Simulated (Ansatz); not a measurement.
# Y: pressure and energy above lowest point against volume per atom

Equation of state of a cubic crystal from periodic Kohn-Sham density functional theory without spin; pressure corrected for the finite basis. The results are calculated, by Ansatz 0.2.0 development build.

Cell of the first row (space group Fm-3m, No. 225):
```
cell vectors (Å)
   0.0000     2.4629     2.4629
   2.4629     0.0000     2.4629
   2.4629     2.4629     0.0000
atoms (fractions of the cell vectors)
Y   0.00000  0.00000  0.00000
```

Settings of every row: formula Y; structure type fcc; functional r2SCAN; spin treatment none; k mesh 12x12x12; occupation method fermi-dirac; occupation width 0.1 eV; wave cutoff 500 eV; datasets soft-1 PAW; density cutoff ratio 4.

Limits: a cubic model structure, not a phase known at ambient conditions.

| row | volume per atom (Å³) | pressure (GPa) | energy above lowest point (meV/atom) |
| --- | --- | --- | --- |
| 1 | 29.88 | 4.782 | 47.83 |
| 2 | 30.854 | ? | ? |
| 3 | 31.828 | 1.862 | 8.15 |
| 4 | 32.803 | 0.647 | 0.59 |
| 5 | 33.777 | -0.433 | 0 |

Question: what pressure and energy above lowest point should row 2 give?

Worked fit of pressure. Take u = (V_r/V)^(2/3) − 1 with V_r = 32.316 Å³ an atom, which is twice the finite (Eulerian) strain; such expansions in the strain, on which the Birch-Murnaghan equation of state is built, carry the rest volume and the bulk modulus. The shown rows have u = 0.05364, 0.0102, -0.00992, -0.02905. Least squares give pressure = 1.2352 + 60.468 × u + 105.37 × u² GPa; a straight line predicts inner rows, each left out in turn, worse (root mean square 0.11 against 0.0026 GPa). The rows lie off it by 0.000, -0.001, 0.001, -0.001. The pressure vanishes at u = -0.0212, or V = 33.37 Å³ an atom, and there the bulk modulus at fixed shape and fractions is B = −V dP/dV = (2/3)(1 + u) dP/du = 36.5 GPa. The withheld row has u = 0.03135, so the fit gives 1.2352 + 60.468 × (0.03135) + 105.37 × (0.03135)² = 3.234 GPa.

The calculation gave 3.232 GPa. The fit lies 0.002 GPa (0.038 % of the column's range) above it; its largest miss of a shown row is 0.001 GPa.

Worked fit of energy above lowest point. Take u = (V_r/V)^(2/3) − 1 with V_r = 32.316 Å³ an atom, which is twice the finite (Eulerian) strain; such expansions in the strain, on which the Birch-Murnaghan equation of state is built, carry the rest volume and the bulk modulus. The shown rows have u = 0.05364, 0.0102, -0.00992, -0.02905. Least squares give energy above lowest point = 3.461 + 368.42 × u + 8554.4 × u² meV/atom; a straight line predicts inner rows, each left out in turn, worse (root mean square 8.9 against 0.12 meV/atom). The rows lie off it by -0.01, 0.04, -0.06, 0.02 (root mean square 0.038 meV/atom). Its lowest point lies at u = -0.0215, or V = 33.39 Å³ an atom, and the curvature there gives the bulk modulus at fixed shape and fractions, B = (4/9)(1 + u)² E″(u)/V = 34.9 GPa. The withheld row has u = 0.03135, so the fit gives 3.461 + 368.42 × (0.03135) + 8554.4 × (0.03135)² = 23.42 meV/atom.

The calculation gave 23.56 meV/atom. The fit lies 0.14 meV/atom (0.29 % of the column's range) below it; its largest miss of a shown row is 0.06 meV/atom.
